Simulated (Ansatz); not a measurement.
## An Ansatz input for AlAs with indium replacing Al

```yaml
crystal:
  lattice:
    - [0.0, 8.4912, 8.4912]
    - [8.4912, 0.0, 8.4912]
    - [8.4912, 8.4912, 0.0]
  atoms:
    - { symbol: In, position: [0.0, 0.0, 0.0] }
    - { symbol: Al, position: [0.0, 0.0, 0.3333333333] }
    - { symbol: Al, position: [0.0, 0.0, 0.6666666667] }
    - { symbol: Al, position: [0.0, 0.3333333333, 0.0] }
    - { symbol: Al, position: [0.0, 0.3333333333, 0.3333333333] }
    - { symbol: Al, position: [0.0, 0.3333333333, 0.6666666667] }
    - { symbol: Al, position: [0.0, 0.6666666667, 0.0] }
    - { symbol: Al, position: [0.0, 0.6666666667, 0.3333333333] }
    - { symbol: Al, position: [0.0, 0.6666666667, 0.6666666667] }
    - { symbol: Al, position: [0.3333333333, 0.0, 0.0] }
    - { symbol: Al, position: [0.3333333333, 0.0, 0.3333333333] }
    - { symbol: Al, position: [0.3333333333, 0.0, 0.6666666667] }
    - { symbol: Al, position: [0.3333333333, 0.3333333333, 0.0] }
    - { symbol: Al, position: [0.3333333333, 0.3333333333, 0.3333333333] }
    - { symbol: Al, position: [0.3333333333, 0.3333333333, 0.6666666667] }
    - { symbol: Al, position: [0.3333333333, 0.6666666667, 0.0] }
    - { symbol: Al, position: [0.3333333333, 0.6666666667, 0.3333333333] }
    - { symbol: Al, position: [0.3333333333, 0.6666666667, 0.6666666667] }
    - { symbol: Al, position: [0.6666666667, 0.0, 0.0] }
    - { symbol: Al, position: [0.6666666667, 0.0, 0.3333333333] }
    - { symbol: Al, position: [0.6666666667, 0.0, 0.6666666667] }
    - { symbol: Al, position: [0.6666666667, 0.3333333333, 0.0] }
    - { symbol: Al, position: [0.6666666667, 0.3333333333, 0.3333333333] }
    - { symbol: Al, position: [0.6666666667, 0.3333333333, 0.6666666667] }
    - { symbol: Al, position: [0.6666666667, 0.6666666667, 0.0] }
    - { symbol: Al, position: [0.6666666667, 0.6666666667, 0.3333333333] }
    - { symbol: Al, position: [0.6666666667, 0.6666666667, 0.6666666667] }
    - { symbol: As, position: [0.0833333333, 0.0833333333, 0.0833333333] }
    - { symbol: As, position: [0.0833333333, 0.0833333333, 0.4166666667] }
    - { symbol: As, position: [0.0833333333, 0.0833333333, 0.75] }
    - { symbol: As, position: [0.0833333333, 0.4166666667, 0.0833333333] }
    - { symbol: As, position: [0.0833333333, 0.4166666667, 0.4166666667] }
    - { symbol: As, position: [0.0833333333, 0.4166666667, 0.75] }
    - { symbol: As, position: [0.0833333333, 0.75, 0.0833333333] }
    - { symbol: As, position: [0.0833333333, 0.75, 0.4166666667] }
    - { symbol: As, position: [0.0833333333, 0.75, 0.75] }
    - { symbol: As, position: [0.4166666667, 0.0833333333, 0.0833333333] }
    - { symbol: As, position: [0.4166666667, 0.0833333333, 0.4166666667] }
    - { symbol: As, position: [0.4166666667, 0.0833333333, 0.75] }
    - { symbol: As, position: [0.4166666667, 0.4166666667, 0.0833333333] }
    - { symbol: As, position: [0.4166666667, 0.4166666667, 0.4166666667] }
    - { symbol: As, position: [0.4166666667, 0.4166666667, 0.75] }
    - { symbol: As, position: [0.4166666667, 0.75, 0.0833333333] }
    - { symbol: As, position: [0.4166666667, 0.75, 0.4166666667] }
    - { symbol: As, position: [0.4166666667, 0.75, 0.75] }
    - { symbol: As, position: [0.75, 0.0833333333, 0.0833333333] }
    - { symbol: As, position: [0.75, 0.0833333333, 0.4166666667] }
    - { symbol: As, position: [0.75, 0.0833333333, 0.75] }
    - { symbol: As, position: [0.75, 0.4166666667, 0.0833333333] }
    - { symbol: As, position: [0.75, 0.4166666667, 0.4166666667] }
    - { symbol: As, position: [0.75, 0.4166666667, 0.75] }
    - { symbol: As, position: [0.75, 0.75, 0.0833333333] }
    - { symbol: As, position: [0.75, 0.75, 0.4166666667] }
    - { symbol: As, position: [0.75, 0.75, 0.75] }
kpoints:
  mp_grid: { grid: [2, 2, 2] }
scf:
  occupations: { method: methfessel_paxton, width: 0.1 }
hamiltonian:
  xc: pbe
  pseudopotentials: { kind: nc, accuracy: standard }
output:
  forces: true
  stress: true
  populations: true
  efg:
    quadrupole_moments_barn: { In: 0.772, Al: 0.1466, As: 0.311 }
    contact_densities: true
```

```sh
ansatz run input.yaml --threads 4 --pin off --max-ram 8192MiB --backend cpu --events-out ev --progress --plain --runs-dir out
```

Task: Does this calculation finish, and if not, why?

Result: The program refused the input. The program says:

```
Error: output.efg without hamiltonian.pseudopotentials.kind: paw|paw_fr|all_electron or hamiltonian.pseudopotentials.kind: all_electron — the all-electron EFG reconstruction needs the PAW one-centre densities; drop the efg request, or set kind: paw (paw_fr under spin-orbit coupling) (under a functional that reads the kinetic-energy density, kind: paw is refused in some combinations and carries risks of its own in the rest: see hamiltonian.xc for the refusals and hamiltonian.pseudopotentials.kind for the risks, both in the input reference; kind: paw is refused beside gw.static_remainder)
```

Against a sound input the change was `scf.occupations.method`: fermi_dirac → methfessel_paxton; `scf.occupations.width`: 0.01 → 0.1; `hamiltonian.pseudopotentials`: {kind: paw} → {kind: nc, accuracy: standard}. The message points to `hamiltonian.pseudopotentials`.

With the sound settings the run converges and gives V_zz (10²¹ V/m²) Al2 0.022 (η 0.79), Al5 0.010 (η 0.00), Al9 -0.005 (η 0.00), Al15 0.006 (η 0.50), As28 1.02 (η 0.00), As29 -0.17 (η 0.16), among others; a site carries the number of its first atom in the input. The defect repeats with the cell of 54 atoms, so it feels its images: sites between two images don't show the values beside a lone defect, and zeros or small values of η there can come from the images' arrangement. Without spin–orbit coupling (the program notes it for In) the gradients are little affected as a rule: paired runs on crystals with a gap mostly move them by under 2 % at such atoms. The neighbours have not yet relaxed around the defect (largest force 1.8 eV/Å), so a real crystal will differ.
